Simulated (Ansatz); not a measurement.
# Sn2Se: balancing the decomposition

The calculation used Ansatz, DFT PBE, scalar-relativistic, plane waves, PAW. Settings: cutoff 420 eV, Γ-centred meshes spaced at most about 0.3 Å⁻¹, and about 0.25 Å⁻¹ or finer for metals (2π included), Gaussian smearing. No spin polarisation.

Formation energies are uncorrected and refer to the elements' standard structures at the same level. The references include grey tin.

These are static total energies at zero pressure. Weakly bound directions are ill-defined at this level, which has no dispersion term (SnSe Pnma). The reference form of Se is held partly by dispersion forces, which this level lacks.

A trial structure of Sn2Se (reached from: random cell; relaxed: space group Fm-3m (No. 225), a = 7.175 Å) has a formation energy of 0.191 eV/atom. At its composition the lowest mixture among the elements and 2 reference phases computed alike (others may be missing) consists of these:

```tsv
phase	source	ΔE_f (eV/atom)
Sn (solid)	element	0.000
SnSe (Pnma)	Materials Project	-0.438
```

Question: Write the balanced decomposition and find its energy per atom, per formula unit and per mole of formula units.

Answer: Balancing Sn and Se gives Sn2Se → Sn + SnSe. The left side holds 3 atoms, and the products take 1/3 (Sn) and 2/3 (SnSe) of them. The mixture therefore lies at 1/3 × (0.000) + 2/3 × (-0.438) = -0.292 eV/atom. The reaction energy is -0.292 − (0.191) = -0.483 eV/atom. Times 3 atoms that is -1.449 eV per Sn2Se, and times 96.485 it is -140 kJ per mole of Sn2Se. Decomposition is downhill, so the trial structure is unstable against this mixture.
